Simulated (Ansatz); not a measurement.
A 3-atom cell of Mg₂Si (Fm-3m) from a materials database: a one-shot G0W0 calculation in Ansatz (G0W0@HSE06 with 471 empty bands, a screening cutoff of 220 eV and a 6×6×6 mesh). Cell and atoms come from a relaxation with r2SCAN.

Input (YAML):
```yaml
crystal:
  lattice:
    - [0.0, 3.1689705494, 3.1689705494]
    - [3.1689705494, 0.0, 3.1689705494]
    - [3.1689705494, 3.1689705494, 0.0]
  atoms:
    - { symbol: Mg, position: [0.25, 0.25, 0.25] }
    - { symbol: Mg, position: [0.75, 0.75, 0.75] }
    - { symbol: Si, position: [0.0, 0.0, 0.0] }
kpoints:
  mp_grid: { grid: [6, 6, 6] }
hamiltonian:
  xc: hse06
scf:
  occupations: { method: fixed }
gw:
  n_empty_bands: 471
  ecut_chi: 220
  qp_bands: [v2, c2]
  qp_kpoints: band_edges
  screening: { model: contour_deformation }
```

Wall time 2.3 min on 1 × NVIDIA H100 80GB HBM3 with 4 threads of AMD EPYC 7R13 Processor (Zen 3) (shared host), load about 2.5 per core; peak host memory 2.5 GiB.

Q: Predict the output.

A: The output, standing remarks left out:
```
Pseudopotential: Mg, paw, valence charge 10, recommended cutoff 420 eV (normal)
Pseudopotential: Si, paw, valence charge 4, recommended cutoff 420 eV (normal)
Functional definition: HSE06
Crystal: 3 atoms, lattice volume = 63.648 Å³
Basis set: ecut = 420 eV, 1243 PW (Γ)
Bands: 16, of which v1, the nominal top of the filled ones, is band 12 counted from 1 (11 counted from 0)
Symmetry: 48 space group operations
Space group: Fm-3m (ITA 225)
k-points: 16 of 216
[warm-up without exact exchange]
SCF 1 stopped early in 4 iterations: F = -4483.864608 eV  dr2 = 4.87e-7
[exact exchange on]
Exchange kernel: α = 0.2500, screened, ω = 0.2079 Å⁻¹, Wigner–Seitz truncation, v(0) = 1046.8851 eV·Å³, q-mesh 6×6×6
preconditioner: auto → none  [insulator: Δε(μ)=0.544 eV  ℏωp=13.2 eV]
SCF 2 stopped early in 6 iterations: F = -4484.992077 eV  dr2 = 1.61e-6
hybrid outer 1: dexx = +3.618e-3 eV, tail = 3.98e-5 eV
SCF 3 converged in 2 iterations: F = -4484.991932 eV  dr2 = 3.41e-8
hybrid outer 2: dexx = +1.242e-7 eV, tail = 1.11e-7 eV, Δε = 1.86e-3 eV
Free energy (F): -4484.991932 eV
Fermi energy:    5.690156 eV
--- G₀W₀: contour deformation, 8 samples at zero and on the imaginary axis and 2 off it, 216 q-points, 471 empty bands' worth ---
    ik  band        ε_KS         Σx   Σc(E_QP)       V_xc       Z   E_QP_lin       E_QP  E_QP is
     0    11      5.6902   -12.4244     0.5058   -11.5617  0.7620     5.3320     5.3333  root
     0    12      5.6902   -12.4244     0.5058   -11.5617  0.7620     5.3320     5.3333  root
     0    13      8.2280    -6.9091    -3.9366   -10.6212  0.7684     8.0041     8.0034  root
     0    14      8.8414    -5.8088    -3.8091    -9.4526  0.7620     8.6764     8.6761  root
     1    11      5.4232   -12.4210     0.5884   -11.4936  0.7604     5.0831     5.0843  root
     1    12      5.4232   -12.4210     0.5884   -11.4936  0.7604     5.0831     5.0843  root
     1    13      8.2288    -6.4611    -3.8043   -10.0875  0.7681     8.0514     8.0510  root
     1    14      9.2761    -5.7195    -3.9647    -9.4874  0.7558     9.0799     9.0792  root
     2    11      5.0516   -12.5707     0.7537   -11.4977  0.7573     4.7312     4.7324  root
     2    12      5.0516   -12.5707     0.7537   -11.4977  0.7573     4.7312     4.7324  root
     2    13      7.7306    -6.7350    -3.6991   -10.2734  0.7717     7.5702     7.5698  root
     2    14      9.0933    -5.0930    -3.9537    -8.8429  0.7597     8.8901     8.8895  root
     3    11      4.9106   -12.6596     0.8223   -11.5252  0.7558     4.5973     4.5985  root
     3    12      4.9106   -12.6596     0.8223   -11.5252  0.7558     4.5973     4.5985  root
     3    13      7.5428    -6.8608    -3.6613   -10.3672  0.7728     7.3882     7.3878  root
     3    14      8.8053    -4.9822    -3.8796    -8.6684  0.7636     8.6125     8.6119  root
     6    11      3.5915   -12.6200     1.2387   -11.1514  0.7394     3.3606     3.3616  root
     6    12      4.4262   -12.5755     0.9924   -11.2994  0.7515     4.1414     4.1425  root
     6    13      7.6757    -5.4449    -3.6387    -8.9114  0.7736     7.5038     7.5034  root
     6    14      9.4485    -6.1714    -4.1165   -10.0430  0.7526     9.2045     9.2036  root
     8    11      3.8829   -12.3446     1.1267   -10.9723  0.7450     3.6363     3.6373  root
     8    12      5.3878   -12.5598     0.6083   -11.6151  0.7597     5.0503     5.0515  root
     8    13      8.7963    -6.0192    -3.9471    -9.7758  0.7619     8.6063     8.6058  root
     8    14      9.5499    -6.4681    -4.0922   -10.3312  0.7518     9.3216     9.3208  root
     9    11      3.8748   -12.6379     1.2365   -11.1501  0.7440     3.6224     3.6235  root
     9    12      3.8748   -12.6379     1.2365   -11.1501  0.7440     3.6224     3.6235  root
     9    13      6.9704    -6.2481    -3.4318    -9.5603  0.7760     6.8509     6.8508  root
     9    14      7.0252    -4.6834    -3.4816    -7.9774  0.7794     6.8380     6.8375  root
    10    11      2.7163   -12.5475     1.6408   -10.7438  0.7239     2.5529     2.5535  root
    10    12      3.7696   -12.6924     1.2806   -11.1673  0.7426     3.5240     3.5251  root
    10    13      6.7313    -5.3266    -3.3936    -8.5641  0.7795     6.5754     6.5751  root
    10    14      8.1174    -5.7911    -3.7553    -9.3495  0.7662     7.9211     7.9206  root
    12    11      3.5175   -12.7665     1.3931   -11.1458  0.7383     3.2889     3.2898  root
    12    12      3.5175   -12.7665     1.3931   -11.1458  0.7383     3.2889     3.2898  root
    12    13      6.2523    -4.8438    -3.2695    -7.9464  0.7829     6.0855     6.0852  root
    12    14      6.5758    -6.3043    -3.3536    -9.5469  0.7773     6.4649     6.4648  root
```
The trailing digits, and the zero of the energies, depend on the potentials and thresholds.

The points are ik 0 = (0, 0, 0) (Γ), ik 1 = (0, 0, 1/6), ik 2 = (0, 0, 1/3), ik 3 = (0, 0, -1/2), ik 6 = (0, 1/6, -1/2), ik 8 = (0, 1/6, -1/6), ik 9 = (0, 1/3, 1/3), ik 10 = (0, 1/3, -1/2), ik 12 = (0, -1/2, -1/2); band 12 is the last filled one.

The quasiparticle gap on this mesh is 0.75 eV (Γ to k = (0, -1/2, -1/2)), against 0.56 eV from HSE06: +0.19 eV. Renormalisation factors Z lie between 0.72 and 0.78. No extrapolation in bands, cutoff or mesh was made for G0W0.

No spin polarisation and no zero-point or thermal motion.

For so narrow a gap this mesh doesn't settle the screening, and the bands and cutoff are finite.
